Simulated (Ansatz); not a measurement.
# Ir (100): what the settings of a slab run do, part 2 of 2

Aim: change the settings of a slab run of Ir (100), some on purpose to poor values, and see what happens to convergence, surface energy and work function.

Ansatz 0.2.0; DFT PBE, scalar-relativistic, plane waves, PAW. The steps go on from the part before.

## 9. Changing settings: accuracy low, ecutwfc left out

The input, input.yaml:

```yaml
crystal:
  lattice:
    - [2.7369673168, 0.0, 0.0]
    - [0.0, 2.7369673168, 0.0]
    - [0.0, 0.0, 24.676640748]
  atoms:
    - { symbol: Ir, position: [0.5, 0.5, 0.3039311581] }
    - { symbol: Ir, position: [0.0, 0.0, 0.3823586948] }
    - { symbol: Ir, position: [0.5, 0.5, 0.4607862316] }
    - { symbol: Ir, position: [0.0, 0.0, 0.5392137684] }
    - { symbol: Ir, position: [0.5, 0.5, 0.6176413052] }
    - { symbol: Ir, position: [0.0, 0.0, 0.6960688419] }
kpoints:
  mp_grid: { grid: [13, 13, 1] }
hamiltonian:
  xc: pbesol
scf:
  occupations: { method: gaussian, width: 0.1 }
output:
  forces: true
  eigenvalues: true
  stress: true
efield:
  axis: 3
  dipole_correction: true
  ramp_width: 0.04
accuracy: low
```

Command:

```bash
$ ansatz run input.yaml --threads 2 --pin off --max-ram 5632MiB --backend cpu --events-out ev --progress --plain --runs-dir out
```

Log, cut to the lines that bear on the results:

```text
Warning: RAYON_NUM_THREADS=2 ignored (pool sized by the plan → 2); use --threads N
[...]
Pseudopotentials: kind: paw
Pseudopotential: Ir, paw, valence charge 17, recommended cutoff 420 eV (normal), Ir.paw.azcp
Functional definition: PBEsol
[...]
Crystal: 6 atoms, lattice volume = 184.852 Å³
Basis set: ecut = 420 eV, 3679 PW (Γ), exchange–correlation on 40×40×360 points (8 copies of the dense FFT grid, shifted against one another)
Bands: 62, of which v1, the nominal top of the filled ones, is band 51 counted from 1 (50 counted from 0)
Symmetry: 8 space group operations
k-points: 28 of 169
[...]
SCF iter   1: F=—  HF=-70790.938610 eV  |F-HF|=—  |Δ(HF+E_count)|=         —  Δρ=1.37e-2  dr2=5.01e0  ethr=1.77e-3  p=0.000 e·Å  D=8.99e-14 V/Å  ΔV_dip=-0.00 eV  dr2_dipole=4.18e-7  V_vac-E_F(+/−)=5.21/5.21 eV  ⟨swp⟩=7.5  Hψ=7308  notcnv=0  defer=10
[...]
Free energy (F): -70790.842918 eV
[...]
E sigma→0 (E₀):  -70790.825424 eV
Entropy (-TS):   -0.034988 eV (-5.831 meV/atom)
Fermi energy:    8.650815 eV
Dipole field:    D = 0.000002 V/Å  (p = 0.000002 e·Å, saw-weighted, corrected)
Work function:   Φ+ = 5.6751 eV   Φ− = 5.6751 eV
Levels:          The Fermi level and band energies are counted from a zero that moves with the ramp; work functions are not
[...]
--- Forces (eV/Å), atoms counted from 1 ---
  atom   1  Ir     0.00000000    -0.00000000     1.47851548
  atom   2  Ir    -0.00000000     0.00000000    -0.87636211
  atom   3  Ir    -0.00000000     0.00000000    -0.31389539
  atom   4  Ir     0.00000000    -0.00000000     0.31389544
  atom   5  Ir     0.00000000    -0.00000000     0.87636192
  atom   6  Ir    -0.00000000     0.00000000    -1.47851575
[...]
--- Stress (GPa, compression-positive) ---
       -9.958805      -0.000000       0.000000
       -0.000000      -9.958805      -0.000000
        0.000000      -0.000000      -7.464317
  P = ⅓ Tr σ = -9.1273 GPa (-91.273 kbar)
--- Band table (eV; the first three rows and the last of 28) ---
[...]
```

It took 16 s on 2 threads of Arm Neoverse V1, shared host; peak memory 0.53 GiB.

```
    run     ending  energy change  gap (eV)  force (eV/Å)  cycles  time
 step 8  converged              0      0.00          1.48       9  25 s
variant  converged   0.0 meV/atom      0.00          1.48       9  16 s
```

The changed keys (accuracy and ecutwfc) make no visible difference here (energy 0.0 meV/atom).

## 10. Setting: occupations gaussian 0.01 eV

The input, input.yaml:

```yaml
crystal:
  lattice:
    - [2.7369673168, 0.0, 0.0]
    - [0.0, 2.7369673168, 0.0]
    - [0.0, 0.0, 24.676640748]
  atoms:
    - { symbol: Ir, position: [0.5, 0.5, 0.3039311581] }
    - { symbol: Ir, position: [0.0, 0.0, 0.3823586948] }
    - { symbol: Ir, position: [0.5, 0.5, 0.4607862316] }
    - { symbol: Ir, position: [0.0, 0.0, 0.5392137684] }
    - { symbol: Ir, position: [0.5, 0.5, 0.6176413052] }
    - { symbol: Ir, position: [0.0, 0.0, 0.6960688419] }
basis:
  ecutwfc: 420
kpoints:
  mp_grid: { grid: [13, 13, 1] }
hamiltonian:
  xc: pbe
scf:
  occupations: { method: gaussian, width: 0.01 }
  max_iter: 58
output:
  forces: true
  stress: true
  eigenvalues: true
efield:
  axis: 3
  dipole_correction: true
  ramp_width: 0.04
```

Command:

```bash
$ ansatz run input.yaml --threads 2 --pin off --max-ram 5632MiB --backend cpu --events-out ev --progress --plain --runs-dir out
```

Log, cut to the lines that bear on the results:

```text
Warning: RAYON_NUM_THREADS=2 ignored (pool sized by the plan → 2); use --threads N
[...]
[... 3 set-up lines as earlier in the session ...]
[...]
Crystal: 6 atoms, lattice volume = 184.852 Å³
Basis set: ecut = 420 eV, 3679 PW (Γ), exchange–correlation on 40×40×360 points (8 copies of the dense FFT grid, shifted against one another)
Bands: 62, of which v1, the nominal top of the filled ones, is band 51 counted from 1 (50 counted from 0)
[... 1 set-up line as earlier in the session ...]
k-points: 28 of 169
[...]
SCF iter   1: F=—  HF=-71609.162706 eV  |F-HF|=—  |Δ(HF+E_count)|=         —  Δρ=1.34e-2  dr2=5.25e0  ethr=1.77e-3  p=0.000 e·Å  D=8.99e-14 V/Å  ΔV_dip=-0.00 eV  dr2_dipole=2.67e-6  V_vac-E_F(+/−)=5.09/5.09 eV  ⟨swp⟩=8.1  Hψ=7042  notcnv=0  defer=3
[...]
Free energy (F): -71609.074979 eV
[...]
E sigma→0 (E₀):  -71609.074664 eV
Entropy (-TS):   -0.000630 eV (-0.105 meV/atom)
Fermi energy:    8.788040 eV
Dipole field:    D = -0.000081 V/Å  (p = -0.000083 e·Å, saw-weighted, corrected)
Work function:   Φ+ = 5.5612 eV   Φ− = 5.5592 eV
Levels:          The Fermi level and band energies are counted from a zero that moves with the ramp; work functions are not
[...]
--- Forces (eV/Å), atoms counted from 1 ---
  atom   1  Ir     0.00000000    -0.00000000     0.92808034
  atom   2  Ir    -0.00000000    -0.00000000    -0.85908691
  atom   3  Ir    -0.00000000     0.00000000    -0.32744288
  atom   4  Ir     0.00000000     0.00000000     0.32744971
  atom   5  Ir     0.00000000     0.00000000     0.85908098
  atom   6  Ir    -0.00000000    -0.00000000    -0.92806524
[...]
--- Stress (GPa, compression-positive) ---
       -4.918339      -0.000000       0.000000
       -0.000000      -4.918339      -0.000000
        0.000000      -0.000000      -2.912142
  P = ⅓ Tr σ = -4.2496 GPa (-42.496 kbar)
--- Band table (eV; the first three rows and the last of 28) ---
[...]
```

Wall time 14 s (2 threads of Arm Neoverse V1, shared host); peak memory 0.53 GiB.

From the log: work function 5.56 eV.

## 11. Changed: the slab 2 repeats of the bulk cell thinner

The input, input.yaml:

```yaml
crystal:
  lattice:
    - [2.7369673168, 0.0, 0.0]
    - [0.0, 2.7369673168, 0.0]
    - [0.0, 0.0, 20.8059844488]
  atoms:
    - { symbol: Ir, position: [0.5, 0.5, 0.3604732099] }
    - { symbol: Ir, position: [0.0, 0.0, 0.45349107] }
    - { symbol: Ir, position: [0.5, 0.5, 0.54650893] }
    - { symbol: Ir, position: [0.0, 0.0, 0.6395267901] }
basis:
  ecutwfc: 420
kpoints:
  mp_grid: { grid: [13, 13, 1] }
hamiltonian:
  xc: pbe
scf:
  occupations: { method: gaussian, width: 0.1 }
output:
  forces: true
  stress: true
  eigenvalues: true
efield:
  axis: 3
  dipole_correction: true
  ramp_width: 0.04
```

Command:

```bash
$ ansatz run input.yaml --threads 2 --pin off --max-ram 5632MiB --backend cpu --events-out ev --progress --plain --runs-dir out
```

Log, cut to the lines that bear on the results:

```text
Warning: RAYON_NUM_THREADS=2 ignored (pool sized by the plan → 2); use --threads N
[...]
[... 3 set-up lines as earlier in the session ...]
[...]
Crystal: 4 atoms, lattice volume = 155.857 Å³
Basis set: ecut = 420 eV, 3129 PW (Γ), exchange–correlation on 40×40×288 points (8 copies of the dense FFT grid, shifted against one another)
Bands: 41, of which v1, the nominal top of the filled ones, is band 34 counted from 1 (33 counted from 0)
[... 1 set-up line as earlier in the session ...]
k-points: 28 of 169
[...]
SCF iter   1: F=—  HF=-47738.435015 eV  |F-HF|=—  |Δ(HF+E_count)|=         —  Δρ=7.04e-3  dr2=5.79e-1  ethr=1.77e-3  p=0.000 e·Å  D=3.61e-15 V/Å  ΔV_dip=-0.00 eV  dr2_dipole=3.21e-8  V_vac-E_F(+/−)=5.18/5.18 eV  ⟨swp⟩=7.8  Hψ=4971  notcnv=0
[...]
SCF converged after 8 iterations
Free energy (F): -47738.417120 eV
[...]
E sigma→0 (E₀):  -47738.403358 eV
Entropy (-TS):   -0.027524 eV (-6.881 meV/atom)
Fermi energy:    5.770887 eV
Dipole field:    D = -0.000000 V/Å  (p = -0.000000 e·Å, saw-weighted, corrected)
Work function:   Φ+ = 5.5528 eV   Φ− = 5.5528 eV
Levels:          The Fermi level and band energies are counted from a zero that moves with the ramp; work functions are not
[...]
--- Forces (eV/Å), atoms counted from 1 ---
  atom   1  Ir     0.00000000     0.00000000     0.83044222
  atom   2  Ir    -0.00000000     0.00000000    -0.74285379
  atom   3  Ir     0.00000000    -0.00000000     0.74285479
  atom   4  Ir    -0.00000000     0.00000000    -0.83044369
[...]
--- Stress (GPa, compression-positive) ---
       -5.589652      -0.000000       0.000000
       -0.000000      -5.589652      -0.000000
        0.000000      -0.000000      -3.478835
  P = ⅓ Tr σ = -4.8860 GPa (-48.860 kbar)
--- Band table (eV; the first three rows and the last of 28) ---
[...]
```

Run time: 8.1 s. Hardware: 2 threads of Arm Neoverse V1, shared host; peak memory 0.42 GiB.

Read from this run: work function 5.55 eV.

## 12. Setting: occupations fermi-dirac 0.025 eV

The input, input.yaml:

```yaml
crystal:
  lattice:
    - [2.7369673168, 0.0, 0.0]
    - [0.0, 2.7369673168, 0.0]
    - [0.0, 0.0, 24.676640748]
  atoms:
    - { symbol: Ir, position: [0.5, 0.5, 0.3039311581] }
    - { symbol: Ir, position: [0.0, 0.0, 0.3823586948] }
    - { symbol: Ir, position: [0.5, 0.5, 0.4607862316] }
    - { symbol: Ir, position: [0.0, 0.0, 0.5392137684] }
    - { symbol: Ir, position: [0.5, 0.5, 0.6176413052] }
    - { symbol: Ir, position: [0.0, 0.0, 0.6960688419] }
basis:
  ecutwfc: 420
kpoints:
  mp_grid: { grid: [13, 13, 1] }
hamiltonian:
  xc: pbe
scf:
  occupations: { method: fermi_dirac, width: 0.025 }
output:
  forces: true
  stress: true
  eigenvalues: true
efield:
  axis: 3
  dipole_correction: true
  ramp_width: 0.04
```

Command:

```bash
$ ansatz run input.yaml --threads 2 --pin off --max-ram 5632MiB --backend cpu --events-out ev --progress --plain --runs-dir out
```

Log, cut to the lines that bear on the results:

```text
Warning: RAYON_NUM_THREADS=2 ignored (pool sized by the plan → 2); use --threads N
[...]
[... 3 set-up lines as earlier in the session ...]
[...]
Crystal: 6 atoms, lattice volume = 184.852 Å³
Basis set: ecut = 420 eV, 3679 PW (Γ), exchange–correlation on 40×40×360 points (8 copies of the dense FFT grid, shifted against one another)
Bands: 62, of which v1, the nominal top of the filled ones, is band 51 counted from 1 (50 counted from 0)
[... 1 set-up line as earlier in the session ...]
k-points: 28 of 169
[...]
SCF iter   1: F=—  HF=-71609.172617 eV  |F-HF|=—  |Δ(HF+E_count)|=         —  Δρ=1.35e-2  dr2=5.39e0  ethr=1.77e-3  p=0.000 e·Å  D=8.99e-14 V/Å  ΔV_dip=-0.00 eV  dr2_dipole=2.53e-9  V_vac-E_F(+/−)=5.08/5.08 eV  ⟨swp⟩=8.0  Hψ=7201  notcnv=0  defer=7
[...]
Free energy (F): -71609.083116 eV
[...]
E sigma→0 (E₀):  -71609.075390 eV
Entropy (-TS):   -0.015451 eV (-2.575 meV/atom)
Fermi energy:    8.797031 eV
Dipole field:    D = 0.000006 V/Å  (p = 0.000006 e·Å, saw-weighted, corrected)
Work function:   Φ+ = 5.5499 eV   Φ− = 5.5500 eV
Levels:          The Fermi level and band energies are counted from a zero that moves with the ramp; work functions are not
[...]
--- Forces (eV/Å), atoms counted from 1 ---
  atom   1  Ir     0.00000000     0.00000000     0.93800985
  atom   2  Ir    -0.00000000     0.00000000    -0.86004612
  atom   3  Ir    -0.00000000    -0.00000000    -0.32404711
  atom   4  Ir     0.00000000    -0.00000000     0.32404695
  atom   5  Ir     0.00000000     0.00000000     0.86004622
  atom   6  Ir    -0.00000000    -0.00000000    -0.93801055
[...]
--- Stress (GPa, compression-positive) ---
       -4.863680      -0.000000       0.000000
       -0.000000      -4.863680      -0.000000
        0.000000      -0.000000      -2.996109
  P = ⅓ Tr σ = -4.2412 GPa (-42.412 kbar)
--- Band table (eV; the first three rows and the last of 28) ---
[...]
```

Run time: 14 s. Hardware: 2 threads of Arm Neoverse V1, shared host; peak memory 0.53 GiB.

This gives work function 5.55 eV.

## 13. What each setting did

The summary covers parts 1 to 2.

| change | outcome | SCF cycles | time | ΔE (meV/atom) | Δγ (J/m²) | Δφ, top face (eV) | largest force (eV/Å) |
| --- | --- | --- | --- | --- | --- | --- | --- |
| base run | converged | 9 | 21 s | 0 | 0 | 0 | 0.953 |
| the slab 1 repeat of the bulk cell thicker | converged | 9 | 28 s | -60.7 | +0.040 | +0.01 | 0.917 |
| the slab 2 repeats of the bulk cell thicker | converged | 9 | 36 s | -110.5 | +0.044 | -0.01 | 0.972 |
| k mesh 19×19×1 | converged | 8 | 25 s | +1.2 | +0.008 | +0.01 | 1.005 |
| field of -0.3 V/Å along c | converged | 10 | 22 s | -4.0 |  |  | 0.952 |
| cutoff 300 eV | converged with warnings | 9 | 10 s | +167.3 |  | +0.01 | 0.982 |
| functional PBEsol | converged | 9 | 25 s |  |  | +0.12 | 1.479 |
| occupations gaussian 0.01 eV | converged | 10 | 14 s | +0.3 | +0.002 | +0.01 | 0.928 |
| the slab 2 repeats of the bulk cell thinner | converged | 8 | 8.1 s | +245.2 | +0.059 | 0.00 | 0.830 |
| occupations fermi-dirac 0.025 eV | converged | 9 | 14 s | +0.2 | +0.001 | 0.00 | 0.938 |

What this shows: Changes count from the base run, and γ keeps the base's bulk energy; total energies of different functionals are not compared. The surface energy moves most with the slab 2 repeats of the bulk cell thinner (+0.059 J/m²). The work function is most disturbed by functional PBEsol (+0.12 eV). Runs at poor settings converge too, but their values are no properties of the surface.
